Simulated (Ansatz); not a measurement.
Crystal: TePb.

```
CELL_PARAMETERS angstrom
0.00000 3.23100 3.23100
3.23100 0.00000 3.23100
3.23100 3.23100 0.00000
ATOMIC_POSITIONS crystal
Pb 0.00000 0.00000 0.00000
Te 0.50000 0.50000 0.50000
```

```yaml
Program: Ansatz 0.2.0
Task: relaxation of cell and atoms
Functional: LDA
Potentials_or_basis: Ansatz PAW
Cutoff: "420 eV (not typed: the program's choice for these potentials)"
k_mesh: 7 × 7 × 7
Occupations: gaussian, width 0.01 eV
Spin: no spin polarisation
```

At the start: volume 33.73 Å³/atom.

Task: How do energy, volume and symmetry change on relaxing?

Result: It ends after 4 steps and the volume is 32.48 Å³/atom (-3.7 %); space group Fm-3m (No. 225, to 0.05 Å).

Step by step:
| step | energy change (eV) | largest force (eV/Å) | volume (Å³) |
| --- | --- | --- | --- |
| 1 | 0.0000 | 0.0000 | 67.46 |
| 2 | -0.0132 | 0.0000 | 64.02 |
| 3 | -0.0148 | 0.0000 | 64.95 |
| 4 | -0.0144 | 0.0000 | 64.95 |

Final structure:
```
CELL_PARAMETERS angstrom
0.00000 3.19047 3.19047
3.19047 0.00000 3.19047
3.19047 3.19047 0.00000
ATOMIC_POSITIONS crystal
Pb 0.00000 0.00000 0.00000
Te 0.50000 0.50000 0.50000
```

Caveat: the plane-wave basis is chosen anew once the cell has moved, so the energies of steps on either side of that aren't comparable; the PAW data sets come from PBE, with cores solved anew for the run's functional, which leaves a small shift of forces and pressure.
